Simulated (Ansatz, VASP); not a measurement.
Given: the input of a run of Ansatz 0.2.0 on PbSe (Clausthalite). 

The input input.yaml:

```yaml
crystal:
  lattice:
    - [0.0, 3.06065, 3.06065]
    - [3.06065, 0.0, 3.06065]
    - [3.06065, 3.06065, 0.0]
  atoms:
    - { symbol: Pb, position: [0.0, 0.0, 0.0] }
    - { symbol: Se, position: [0.5, 0.5, 0.5] }
kpoints:
  mp_grid: { grid: [8, 8, 8] }
scf:
  occupations: { method: gaussian, width: 0.014 }
hamiltonian:
  xc: pbe
  pseudopotentials: { kind: all_electron, lapw: { basis_error: 0.001 } }
output:
  forces: true
  stress: true
  eigenvalues: true
```

Potentials or basis: all-electron LAPW, scalar-relativistic.

Run with:

```console
$ ansatz run input.yaml --threads 1 --pin off --max-ram 3072MiB --backend cpu --events-out ev --progress --plain --runs-dir out
```

Set up the same calculation for VASP 6.6.1. Potentials or basis there: PBE PAW files Pb_d, Se, 520 eV.

As run (cutoffs and basis follow the program's own potentials, and thresholds, step limits or extra output files can differ):

File INCAR:

```
SYSTEM = PbSe
PREC = Accurate
ENCUT = 520
EDIFF = 1E-7
ISMEAR = 0
SIGMA = 0.014
LREAL = .False.
LASPH = .True.
NELM = 100
ALGO = Fast
ISIF = 2
LWAVE = .False.
LCHARG = .False.
GGA = PE
NBANDS = 17
```

Contents of KPOINTS:

```
regular mesh
0
Gamma
  8 8 8
  0 0 0
```

The input POSCAR:

```
PbSe
1.0
    0.0000000000      3.0606500000      3.0606500000
    3.0606500000      0.0000000000      3.0606500000
    3.0606500000      3.0606500000      0.0000000000
Pb Se
1 1
Direct
    0.0000000000      0.0000000000      0.0000000000
    0.5000000000      0.5000000000      0.5000000000
```

Potentials or basis: VASP PAW PBE potentials, release 64 (Pb_d, Se).

Launch:

```console
$ cat potpaw_PBE.64/Pb_d/POTCAR potpaw_PBE.64/Se/POTCAR > POTCAR
$ mpirun -np 1 vasp_std > vasp.out
```

Both were run:

|  | Ansatz | VASP |
| --- | --- | --- |
| Pressure | 2.4 GPa | 2.4 GPa |

Where Ansatz's input types no cutoff or centring, it takes its own default and a Γ-centred mesh.

Pressure is positive in compression.
